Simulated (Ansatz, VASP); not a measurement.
Given: the input of a run of Ansatz 0.2.0 on Si.

input.yaml

```yaml
crystal:
  lattice:
    - [0.0, 2.6850649043, 2.6850649043]
    - [2.6850649043, 0.0, 2.6850649043]
    - [2.6850649043, 2.6850649043, 0.0]
  atoms:
    - { symbol: Si, position: [0.5, 0.5, 0.5] }
    - { symbol: Si, position: [0.75, 0.75, 0.75] }
kpoints:
  mp_grid: { grid: [8, 8, 8] }
scf:
  occupations: { method: fermi_dirac, width: 0.05 }
hamiltonian:
  xc: pbesol
  pseudopotentials: { kind: all_electron, lapw: { basis_error: 0.0005 } }
output:
  forces: true
  stress: true
  eigenvalues: true
```

Potentials or basis: all-electron LAPW, scalar-relativistic.

Command:

```console
$ ansatz run input.yaml --threads 1 --pin off --max-ram 3072MiB --backend cpu --events-out ev --progress --plain --runs-dir out
```

Task: Set up the same calculation for VASP 6.6.1. Potentials there: VASP PAW PBE potentials, release 64 (Si).

Result: As run (the cutoff follows the program's own potentials):

The input INCAR:

```
PREC     = Accurate       # precision mode
ENCUT    = 520            # plane-wave cutoff, eV
EDIFF    = 1E-6           # SCF threshold, eV
ISMEAR   = -1             # smearing method
SIGMA    = 0.05           # smearing width, eV
LREAL    = F              # projectors in reciprocal space
LASPH    = T              # aspherical terms in the spheres
NELM     = 100            # most SCF steps
ALGO     = Normal         # electronic algorithm
ISIF     = 2              # what is computed and relaxed
LWAVE    = F              # write WAVECAR
LCHARG   = F              # write CHGCAR
GGA      = PS             # functional
NBANDS   = 11             # bands
```

Contents of KPOINTS:

```
Automatic mesh
0
Gamma
  8 8 8
```

The input POSCAR:

```
Si
1.0
    0.0000000000      2.6850649043      2.6850649043
    2.6850649043      0.0000000000      2.6850649043
    2.6850649043      2.6850649043      0.0000000000
Si
2
Direct
    0.5000000000      0.5000000000      0.5000000000
    0.7500000000      0.7500000000      0.7500000000
```

Potentials or basis: VASP PAW PBE potentials, release 64 (Si).

Launch:

```bash
$ cat potpaw_PBE.64/Si/POTCAR > POTCAR
$ mpirun -np 1 vasp_std > vasp.out
```

Both were run:

|  | VASP | Ansatz | Ansatz less VASP |
| --- | --- | --- | --- |
| gap on the k mesh at the Fermi level (eV) | 0.45 | 0.45 | +0.008 |
| least direct gap on the mesh (eV) | 2.53 | 2.53 | +0.005 |
| pressure (GPa) | 3.7 | 3.5 | -0.20 |

Ansatz ran all-electron here, so the differences hold the error of VASP's frozen core and of both bases.

Caveats: the PAW data sets were made with another functional, which shifts forces and pressure a little (VASP).
